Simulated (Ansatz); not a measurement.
# MgI2 under changes of volume

One of the cells (34.041 Å³/atom); the others are scaled copies at fixed shape and fractional positions:

```
I Mg
1.0
     4.14000    0.00000    0.00000
    -2.07000    3.58535    0.00000
     0.00000    0.00000    6.88000
I Mg
2 1
Direct
  0.66667 0.33333 0.75000
  0.33333 0.66667 0.25000
  0.00000 0.00000 0.00000
```

```yaml
Program: Ansatz 0.2.0
Functional: PBEsol
Potentials_or_basis: all-electron LAPW, scalar-relativistic
Cutoff: 153 eV (chosen from the basis error)
Basis_error_allowed: 0.002 eV/atom
k_mesh: 8 × 8 × 4
Occupations: fermi-dirac, width 0.05 eV
Spin: no spin polarisation
```

```tsv
volume (Å³/atom)	energy over the lowest point (meV/atom)	pressure (GPa)	gap on the mesh (eV)	largest force (eV/Å)
31.998	?	?	?	?
32.679	0.43	0.4	3.47	0.116
33.360	0.00	-0.2	3.46	0.209
34.041	2.23	-0.8	3.44	0.296
34.722	6.87	-1.3	3.41	0.376
35.402	13.62	-1.8	3.37	0.451
36.083	22.25	-2.2	3.29	0.520
```

What does the run at 31.998 Å³/atom give?

Energy over the lowest point 3.84 meV/atom; pressure 1.2 GPa; gap on the mesh 3.48 eV; largest force 0.016 eV/Å.

Worked out: A Birch-Murnaghan fit of order 3 (a polynomial in V^(-2/3)) to the other rows has its minimum at 33.12 Å³/atom with B0 = V·E''(V) = 32 GPa and B' = 4.7 at fixed shape and positions, which overstates the stiffness. It gives 3.90 meV/atom at 31.998 Å³/atom, against the run's 3.84, and -dE/dV = 1.2 GPa, against 1.2. A parabola through the other rows of the gap, of slope 1.15 eV per unit of ln V there, extrapolates to 3.45 eV, against the run's 3.48. The fit is too stiff a form for this range.

Energies are extrapolated to zero smearing.

Caveats: spin-orbit coupling is left out, which moves the levels of the heavy elements; the cell's inner coordinates are idealised or old, which leaves forces on the atoms; this functional lacks dispersion, which binds the layers, so the pressure and a relaxed spacing across them are unreliable.

A mesh can miss the band edges.
